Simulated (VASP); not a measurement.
## PbSe (Clausthalite): single point with PBE

**What was measured.**

From a printed reference work, monograph, for a bulk crystal of PbSe at 300 K: band gap 0.28 eV (direct).

PbSe (Clausthalite):

```xyz
2
Lattice="0.0000 3.0606 3.0606 3.0606 0.0000 3.0606 3.0606 3.0606 0.0000" Properties=species:S:1:pos:R:3 pbc="T T T"
Pb    0.0000    0.0000    0.0000
Se    3.0606    3.0606    3.0606
```

```
Program             : VASP 6.6.1
Task                : single point
Functional          : PBE
Potentials or basis : VASP PAW PBE potentials, release 64 (Pb_d, Se)
Cutoff              : 520 eV
k mesh              : 8 × 8 × 8
Occupations         : gaussian, width 0.022 eV
Spin                : no spin polarisation
```

```json
{
 "Pressure": "2.4 GPa",
 "Band gap on the k mesh": "0.29 eV, direct"
}
```

Levels at points of the mesh, in eV from the valence-band top:
| k point | band 6 | band 7 | band 8 | band 9 | band 10 | band 11 | band 12 | band 13 | band 14 | band 15 |
| --- | --- | --- | --- | --- | --- | --- | --- | --- | --- | --- |
| (0.00, 0.00, 0.00) | -13.59 | -6.30 | -1.88 | -1.88 | -1.88 | 4.71 | 4.71 | 4.71 | 6.52 | 6.52 |
| (0.50, 0.00, 0.00) | -12.53 | -8.80 | -1.47 | -1.47 | 0.00 | 0.29 | 1.70 | 1.70 | 8.55 | 10.15 |
| (0.50, 0.50, 0.00) | -12.16 | -7.38 | -4.98 | -3.24 | -3.24 | 3.69 | 5.61 | 5.61 | 6.05 | 11.29 |

Run time: 18 s on 1 thread of Intel Xeon 6975P-C, on a shared host, peak memory 0.19 GiB.

A measured gap of PbSe is 0.28 eV (direct; 300 K; a printed reference work, monograph); the calculated 0.29 eV misses it by +0.01 eV. 2 values of this kind are on record (0.15 to 0.28 eV); this one was drawn at random. Spin-orbit coupling on Pb, Se is left out. The value is that of PBE on a finite k mesh, which can miss the band edges, without temperature or zero-point motion.

Caveat: spin-orbit coupling is left out, which moves the levels of the heavy elements.
